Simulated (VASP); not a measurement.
# Li2S (Fm-3m) in VASP: a series of runs

The runs below take Li2S through single point, with PBEsol.

Program: VASP 6.6.1. These are calculated values, not measurements. Logs are shortened: lines on timing, memory, paths and dates and some standing lists are left out, and cuts for length are marked.

## Step 1: The crystal as given

The structure is cubic, space group Fm-3m (No. 225). Conventional cell: a = 5.708 Å, b = 5.708 Å, c = 5.708 Å, α = 90.00°, β = 90.00°, γ = 90.00°. Around Li (site symmetry -43m) lie 4 S at 2.47 Å. Around S (site symmetry m-3m) lie 8 Li at 2.47 Å.

## Step 2: Single point, PBEsol

File INCAR:

```
SYSTEM = Li2S
ALGO = Normal
EDIFF = 1E-7
ENCUT = 520
GGA = PS
ISIF = 2
ISMEAR = 0
LASPH = .TRUE.
LCHARG = .FALSE.
LREAL = .FALSE.
LWAVE = .FALSE.
NBANDS = 13
NELM = 60
PREC = Accurate
SIGMA = 0.05
```

File KPOINTS:

```
k-points
0
G
  8 8 8
  0 0 0
```

File POSCAR:

```
Li2S
1.0
    0.0000000000      2.8540000000      2.8540000000
    2.8540000000      0.0000000000      2.8540000000
    2.8540000000      2.8540000000      0.0000000000
Li S
2 1
Direct
    0.2500000000      0.2500000000      0.2500000000
    0.7500000000      0.7500000000      0.7500000000
    0.0000000000      0.0000000000      0.0000000000
```

Potentials or basis: VASP PAW PBE potentials, release 64 (Li_sv, S).

Started as:

```console
cat potpaw_PBE.64/Li_sv/POTCAR potpaw_PBE.64/S/POTCAR > POTCAR
mpirun -np 1 vasp_std > vasp.out
```

OUTCAR:

```text
SYSTEM = Li2S
   EDIFF = 1E-7
   ENCUT = 520
   GGA = PS
   ISIF = 2
   ISMEAR = 0
   LASPH = .TRUE.
   LREAL = .FALSE.
   NELM = 60
   PREC = Accurate

 ion  position               nearest neighbor table
   1  0.250  0.250  0.250-   3 2.47   3 2.47   3 2.47   3 2.47
   2  0.750  0.750  0.750-   3 2.47   3 2.47   3 2.47   3 2.47
   3  0.000  0.000  0.000-   2 2.47   2 2.47   2 2.47   1 2.47   2 2.47   1 2.47   1 2.47   1 2.47

  LATTYP: Found a face centered cubic cell.
 ALAT       =     5.7080000000

  Lattice vectors:

 A1 = (   0.0000000000,   2.8540000000,   2.8540000000)
 A2 = (   2.8540000000,   0.0000000000,   2.8540000000)
 A3 = (   2.8540000000,   2.8540000000,   0.0000000000)

Analysis of symmetry for initial positions (statically):
=====================================================================
 Subroutine PRICEL returns:
 Original cell was already a primitive cell.

 Routine SETGRP: Setting up the symmetry group for a
 face centered cubic supercell.

 Subroutine GETGRP returns: Found 48 space group operations
 (whereof 48 operations were pure point group operations)
 out of a pool of 48 trial point group operations.

The static configuration has the point symmetry O_h .

Analysis of symmetry for dynamics (positions and initial velocities):
=====================================================================
 Subroutine PRICEL returns:
 Original cell was already a primitive cell.

 Routine SETGRP: Setting up the symmetry group for a
 face centered cubic supercell.

 Subroutine GETGRP returns: Found 48 space group operations
 (whereof 48 operations were pure point group operations)
 out of a pool of 48 trial point group operations.

The dynamic configuration has the point symmetry O_h .

 Subroutine INISYM returns: Found 48 space group operations
 (whereof 48 operations are pure point group operations),
 and found     1 'primitive' translations

----------------------------------------------------------------------------------------

                                     Primitive cell

  volume of cell :      46.4935

  direct lattice vectors                    reciprocal lattice vectors
     0.000000000  2.854000000  2.854000000    -0.175192712  0.175192712  0.175192712
     2.854000000  0.000000000  2.854000000     0.175192712 -0.175192712  0.175192712
     2.854000000  2.854000000  0.000000000     0.175192712  0.175192712 -0.175192712

  length of vectors
     4.036165507  4.036165507  4.036165507     0.303442678  0.303442678  0.303442678

  position of ions in fractional coordinates (direct lattice)
     0.250000000  0.250000000  0.250000000
     0.750000000  0.750000000  0.750000000
     0.000000000  0.000000000  0.000000000

  ion indices of the primitive-cell ions
   primitive index   ion index
                 1           1
                 2           2
                 3           3

----------------------------------------------------------------------------------------

 KPOINTS: k-points

Automatic generation of k-mesh.
 Grid dimensions read from file:
 generate k-points for:    8    8    8

 Generating k-lattice:

  Cartesian coordinates                     Fractional coordinates (reciprocal lattice)
    -0.021899089  0.021899089  0.021899089     0.125000000  0.000000000  0.000000000
     0.021899089 -0.021899089  0.021899089     0.000000000  0.125000000  0.000000000
     0.021899089  0.021899089 -0.021899089     0.000000000  0.000000000  0.125000000

  Length of vectors
     0.037930335  0.037930335  0.037930335

  Shift w.r.t. Gamma in fractional coordinates (k-lattice)
     0.000000000  0.000000000  0.000000000

 Subroutine IBZKPT returns following result:
 ===========================================

 Found     29 irreducible k-points:

 Following reciprocal coordinates:
            Coordinates               Weight
  0.000000  0.000000  0.000000      1.000000
  0.125000  0.000000  0.000000      8.000000
  0.250000  0.000000  0.000000      8.000000
  0.375000  0.000000  0.000000      8.000000
  0.500000  0.000000  0.000000      4.000000
  0.125000  0.125000  0.000000      6.000000
[... 16 lines left out ...]
  0.500000  0.250000  0.125000     48.000000
 -0.375000  0.250000  0.125000     24.000000
 [... further k-points ...]
   k-points           NKPTS =     29   k-points in BZ     NKDIM =     29   number of bands    NBANDS=     13
   number of dos      NEDOS =    301   number of ions     NIONS =      3
   total plane-waves  NPLWV =  27000
   dimension x,y,z NGX =    30 NGY =   30 NGZ =   30
   dimension x,y,z NGXF=    60 NGYF=   60 NGZF=   60
   ions per type =               2   1
   NGX,Y,Z   is equivalent  to a cutoff of  12.36, 12.36, 12.36 a.u.
   NGXF,Y,Z  is equivalent  to a cutoff of  24.71, 24.71, 24.71 a.u.
 SYSTEM =  Li2S
   PREC   = accura    normal or accurate (medium, high low for compatibility)
   ISTART =      0    job   : 0-new  1-cont  2-samecut
   ICHARG =      2    charge: 1-file 2-atom 10-const
   ISPIN  =      1    spin polarized calculation?
   LNONCOLLINEAR =      F non collinear calculations
   LSORBIT =      F    spin-orbit coupling
   LASPH  =      T    aspherical Exc in radial PAW
   ENCUT  =  520.0 eV  38.22 Ry    6.18 a.u.   7.50  7.50  7.50*2*pi/ulx,y,z
   NELM   =     60;   NELMIN=  2; NELMDL= -5     # of ELM steps
   EDIFF  = 0.1E-06   stopping-criterion for ELM
   LREAL  =      F    real-space projection
   EDIFFG = 0.1E-05   stopping-criterion for IOM
   NSW    =      0    number of steps for IOM
   IBRION =     -1    ionic relax: 0-MD 1-quasi-New 2-CG
   NFREE  =      0    steps in history (QN), initial steepest desc. (CG)
   ISIF   =      2    stress and relaxation
   ISYM   =      2    0-nonsym 1-usesym 2-fastsym
   POTIM  = 0.5000    time-step for ionic-motion
   TEBEG  =    0.0;   TEEND  =   0.0 temperature during run
   PSTRESS=    0.0 pullay stress
   NELECT =      12.0000    total number of electrons
   NUPDOWN=      -1.0000    fix difference up-down
   EMIN   =  10.00;   EMAX   =-10.00  energy-range for DOS
   EFERMI =   0.00;   METHOD = LEGACY
   ISMEAR =     0;   SIGMA  =   0.05  broadening in eV -4-tet -1-fermi 0-gaus
   EFERMI_NEDOS =   21; number of points for ismear=-14 and -15
   IALGO  =     38    algorithm
   IMIX   =      4    mixing-type and parameters
     AMIX     =   0.40;   BMIX     =  1.00
     AMIX_MAG =   1.60;   BMIX_MAG =  1.00
  volume/ion in A,a.u.               =      15.50       104.58
  Fermi-wavevector in a.u.,A,eV,Ry     =   1.042328  1.969715 14.782032  1.086449
  Thomas-Fermi vector in A             =   2.176989
   LORBIT       =      0    0 simple, 1 ext, 2 COOP (PROOUT), +10 PAW based schemes
   GGA     = PS    functional components
   LHFCALC =     F    Hartree Fock is set to
   AEXX    =    0.0000 exact exchange contribution
   IVDW    =     0    specifies the selected vdW correction
   LEPSILON=     F    determine dielectric tensor
   LRPA    =     F    only Hartree local field effects (RPA)
 non-spin polarized calculation
 Gauss-broadening in eV      SIGMA  =   0.05
  energy-cutoff  :      520.00
  volume of cell :       46.49
 maximum number of plane-waves:      1283
   NGX = 15   NGY = 15   NGZ = 15

 number of electron      11.9999984 magnetization

 Free energy of the ion-electron system (eV)
  ---------------------------------------------------
  ext. energy  EPLUGINS =         0.00000000
  ---------------------------------------------------
  free energy    TOTEN  =       -12.37196104 eV

  energy without entropy =      -12.37196104  energy(sigma->0) =      -12.37196104

 E-fermi :   1.5991     XC(G=0):  -8.6194

 val. band max:        1.3814987232   @ k =   0.0000   0.0000   0.0000
 cond. band min:       4.6048879601   @ k =   0.5000   0.5000   0.0000
 fundamental gap:      3.2233892370
 Fermi energy:         1.5991403272

 k-point     1 :       0.0000    0.0000    0.0000
  band No.  band energies     occupation
      1     -42.1284      2.00000
      2     -42.0835      2.00000
      3      -9.6229      2.00000
      4       1.3815      2.00000
      5       1.3815      2.00000
      6       1.3815      2.00000
      7       5.4634      0.00000
      8       7.5289      0.00000
      9       7.5289      0.00000
     10       7.5289      0.00000
     11      12.5001      0.00000
     12      12.5001      0.00000
     13      13.6251      0.00000

 k-point     2 :       0.1250    0.0000    0.0000
  band No.  band energies     occupation
      1     -42.1267      2.00000
      2     -42.0852      2.00000
      3      -9.5661      2.00000
      4       0.7726      2.00000
      5       1.2929      2.00000
      6       1.2929      2.00000
      7       5.9049      0.00000
      8       7.7641      0.00000
      9       7.7641      0.00000
     10       7.8773      0.00000
     11      11.4973      0.00000
     12      11.4973      0.00000
     13      13.7683      0.00000

 k-point     3 :       0.2500    0.0000    0.0000
  band No.  band energies     occupation
      1     -42.1215      2.00000
      2     -42.0897      2.00000
      3      -9.4203      2.00000
      4      -0.3297      2.00000
      5       1.1014      2.00000
      6       1.1014      2.00000
      7       6.5941      0.00000
      8       8.0838      0.00000
      9       8.0838      0.00000
     10       8.6915      0.00000
     11      11.1263      0.00000
     12      11.1263      0.00000
     13      14.2113      0.00000
[... 305 lines left out ...]
 k-point    23 :       0.5000    0.2500    0.1250
  band No.  band energies     occupation
      1     -42.1120      2.00000
      2     -42.0982      2.00000
      3      -9.1790      2.00000
      4      -0.9913      2.00000
      5       0.1478      2.00000
      6       0.6173      2.00000
      7       6.9620      0.00000
      8       8.0433      0.00000
      9       9.2977      0.00000
     10       9.7083      0.00000
     11      11.2538      0.00000
     12      13.6422      0.00000
     13      15.1133      0.00000

 k-point    24 :      -0.3750    0.2500    0.1250
  band No.  band energies     occupation
      1     -42.1050      2.00000
      2     -42.1049      2.00000
      3      -9.1212      2.00000
      4      -1.2244      2.00000
      5       0.1277      2.00000
      6       0.4689      2.00000
      7       7.1049      0.00000
      8       7.9068      0.00000
      9       9.6331      0.00000
     10      10.2631      0.00000
     11      11.6285      0.00000
     12      12.9048      0.00000
     13      14.7193      0.00000

 [... further k-points ...]

------------------------ aborting loop because EDIFF is reached ----------------------------------------

  FORCE on cell =-STRESS in cart. coord.  units (eV):
  Direction    XX          YY          ZZ          XY          YZ          ZX
  --------------------------------------------------------------------------------------
  -------------------------------------------------------------------------------------
  Total       -0.3285494     -0.3285494     -0.3285494      0.0000000      0.0000000     -0.0000000
  in kB      -11.3218998    -11.3218998    -11.3218998      0.0000000      0.0000000     -0.0000000
  external PRESSURE =     -11.3218998 kB  Pullay stress =       0.0000000 kB

 VOLUME and BASIS-vectors are now :
 -----------------------------------------------------------------------------
  energy-cutoff  :      520.00
  volume of cell :       46.49
      direct lattice vectors                 reciprocal lattice vectors
     0.000000000  2.854000000  2.854000000    -0.175192712  0.175192712  0.175192712
     2.854000000  0.000000000  2.854000000     0.175192712 -0.175192712  0.175192712
     2.854000000  2.854000000  0.000000000     0.175192712  0.175192712 -0.175192712

 POSITION                                       TOTAL-FORCE (eV/Angst)
 -----------------------------------------------------------------------------------
      1.42700      1.42700      1.42700         0.000000      0.000000     -0.000000
      4.28100      4.28100      4.28100        -0.000000     -0.000000      0.000000
      0.00000      0.00000      0.00000         0.000000      0.000000      0.000000
 -----------------------------------------------------------------------------------
    total drift:                                0.000000     -0.000000      0.000000

  FREE ENERGIE OF THE ION-ELECTRON SYSTEM (eV)
  ---------------------------------------------------
  free  energy   TOTEN  =       -12.3719610434 eV

  energy  without entropy=      -12.3719610434  energy(sigma->0) =      -12.37196104
```

Wall time 39 s (1 thread of Intel Xeon Platinum 8375C at 2.90GHz (Ice Lake), shared host); peak memory 0.16 GiB.

What came out:

```yaml
Free_energy: -12.3720 eV
Band_gap_on_the_k_mesh: 3.22 eV, indirect (least direct gap 4.08 eV)
```

Caveat: the cutoff is under 1.25 times the usual one of these potentials, so pressure, stress and relaxed cells hold a basis-set (Pulay) error; the PAW data sets were made with another functional, which shifts forces and pressure a little. A k mesh can miss the band edges.

## Step 3: Single point, PBEsol

File INCAR:

```
PREC = Accurate
ENCUT = 520
EDIFF = 1E-7
ISMEAR = 0
SIGMA = 0.05
LREAL = False
LASPH = True
NELM = 60
ALGO = Normal
ISIF = 2
LWAVE = False
LCHARG = False
GGA = PS
NBANDS = 13
```

File KPOINTS:

```
regular mesh
0
Gamma
  8 8 8
```

POSCAR is that of step 2.

Potentials or basis: VASP PAW PBE potentials, release 64 (Li_sv, S).

Started as:

```console
cat potpaw_PBE.64/Li_sv/POTCAR potpaw_PBE.64/S/POTCAR > POTCAR
mpirun -np 1 vasp_std > vasp.out
```

Wall time 33 s (1 thread of Intel Xeon Platinum 8375C at 2.90GHz (Ice Lake), shared host); peak memory 0.16 GiB.

Results (log left out):

| Item | Value |
| --- | --- |
| Free energy | -12.3720 eV |
| Band gap on the k mesh | 3.22 eV, indirect (least direct gap 4.08 eV) |

Levels at points of the mesh, in eV from the valence-band top:
```tsv
k point	band 3	band 4	band 5	band 6	band 7	band 8	band 9	band 10
(0.00, 0.00, 0.00)	-11.00	0.00	0.00	0.00	4.08	6.15	6.15	6.15
(0.50, 0.00, 0.00)	-10.57	-2.91	-0.51	-0.51	5.98	6.48	6.48	8.21
(0.50, 0.50, 0.00)	-10.44	-2.18	-1.43	-1.43	3.22	7.02	10.93	10.93
```

Caveat: the cutoff is under 1.25 times the usual one of these potentials, so pressure, stress and relaxed cells hold a basis-set (Pulay) error; the PAW data sets were made with another functional, which shifts forces and pressure a little. Expect the measured gap to be larger: semilocal functionals such as PBEsol lack the derivative discontinuity.
